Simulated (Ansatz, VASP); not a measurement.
# One calculation of ZnSe, two programs

```
Zn Se
1.0
     0.00000    2.86588    2.86588
     2.86588    0.00000    2.86588
     2.86588    2.86588    0.00000
Zn Se
1 1
Direct
  0.00000 0.00000 0.00000
  0.25000 0.25000 0.25000
```

Alike in both runs: functional PBE; k mesh 8 × 8 × 8; occupations gaussian, width 0.02 eV; no spin polarisation.

Ansatz relaxed the structure, and its values are those at the end. VASP's run is a single point on that final structure, the one shown.

|  | VASP | Ansatz |
| --- | --- | --- |
| version | VASP 6.6.1 | Ansatz 0.2.0 |
| potentials or method | VASP PAW PBE potentials, release 64 (Zn, Se) | scalar-relativistic, plane waves, PAW |
| plane-wave cutoff (eV) | 520 | 420 |
| valence electrons in the cell | 18 | 28 |

Ansatz gave:

- gap on the k mesh at the Fermi level (eV): 1.15
- least direct gap on the mesh (eV): 1.15
- pressure (GPa): 0.0

Task: Estimate VASP's values.

Result: gap on the k mesh at the Fermi level (eV): 1.16; least direct gap on the mesh (eV): 1.16; pressure (GPa): 0.2.

With one functional, cell and mesh, what is left measures potentials, basis and numerics. The two sets of potentials don't hold the same shells in valence.

PBE gaps usually lie below the measured ones, often by a third to a half.
